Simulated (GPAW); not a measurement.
Input of a GPAW 26.7.0 run:

File run.py:

```python
from ase.dft.bandgap import bandgap
from ase.io import read, write
from ase.units import GPa
from gpaw import GPAW, PW

atoms = read('POSCAR')

calc = GPAW(mode=PW(800),
            xc='PBE',
            kpts={'size': (10, 10, 10), 'gamma': True},
            occupations={'name': 'methfessel-paxton', 'order': 0, 'width': 0.011},
            nbands=19,
            convergence={'density': 1e-05, 'energy': 1e-05},
            maxiter=150,
            txt='gpaw.txt')
atoms.calc = calc
energy = atoms.get_potential_energy()
forces = atoms.get_forces()
stress = atoms.get_stress()
calc.write('gs.gpw')
write('result.traj', atoms)
print(f'Energy: {energy:.6f} eV')
print('Forces (eV/A):')
print(forces.round(4))
print('Stress (GPa):', (stress / GPa).round(3))
print('Fermi level:', round(calc.get_fermi_level(), 4), 'eV')
print(f'Gap: {bandgap(calc)[0]:.4f} eV, direct: {bandgap(calc, direct=True)[0]:.4f} eV')
```

The input POSCAR:

```
TaN
1.0
    0.0000000000      2.2113230000      2.2113230000
    2.2113230000      0.0000000000      2.2113230000
    2.2113230000      2.2113230000      0.0000000000
Ta N
1 1
Direct
    0.5000000000      0.5000000000      0.5000000000
    0.0000000000      0.0000000000      0.0000000000
```

Potentials or basis: GPAW PAW data sets (gpaw-data 1.2.1), pw.

Launch:

```console
$ OMP_NUM_THREADS=1 python run.py
```

Predict the pressure.

-1.6 GPa.

What does it give for the band gap on the k mesh?

None (metal or under the smearing width).

Spin-orbit coupling is left out, which matters for the levels of Ta.
